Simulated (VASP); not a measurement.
Input of a VASP 6.6.1 run:

Contents of INCAR:

```
SYSTEM = SiNi
PREC = Accurate
ENCUT = 520
EDIFF = 1E-6
ISMEAR = 0
SIGMA = 0.02
LREAL = .FALSE.
LASPH = .TRUE.
NELM = 100
ALGO = Fast
ISIF = 2
LWAVE = .FALSE.
LCHARG = .TRUE.
ISPIN = 2
MAGMOM = 1 1 1 1 0 0 0 0
LORBIT = 11
LMAXMIX = 4
GGA = PS
LELF = .TRUE.
```

KPOINTS

```
Automatic mesh
0
G
  5 5 5
  0 0 0
```

POSCAR

```
SiNi
1.0
    4.5036940000      0.0000000000      0.0000000000
    0.0000000000      4.5036940000      0.0000000000
    0.0000000000      0.0000000000      4.5036940000
Ni Si
4 4
Direct
    0.1495040000      0.1495040000      0.1495040000
    0.6495040000      0.3504960000      0.8504960000
    0.8504960000      0.6495040000      0.3504960000
    0.3504960000      0.8504960000      0.6495040000
    0.8468300000      0.8468300000      0.8468300000
    0.3468300000      0.6531700000      0.1531700000
    0.1531700000      0.3468300000      0.6531700000
    0.6531700000      0.1531700000      0.3468300000
```

Potentials or basis: VASP PAW PBE potentials, release 64 (Ni, Si).

Launch:

```console
$ cat potpaw_PBE.64/Ni/POTCAR potpaw_PBE.64/Si/POTCAR > POTCAR
$ mpirun -np 1 vasp_std > vasp.out
```

**Question.** Estimate the net moment.

**Answer.** 0.00 μB per cell.

**Question.** Predict the pressure.

**Answer.** -4.3 GPa.

Forces on the atoms (eV/Å):
```
Ni  -0.016 -0.016 -0.016
Ni  -0.016  0.016  0.016
Ni   0.016 -0.016  0.016
Ni   0.016  0.016 -0.016
Si  -0.020 -0.020 -0.020
Si  -0.020  0.020  0.020
Si   0.020 -0.020  0.020
Si   0.020  0.020 -0.020
```

Caveat: the PAW data sets were made with another functional, which shifts forces and pressure a little.
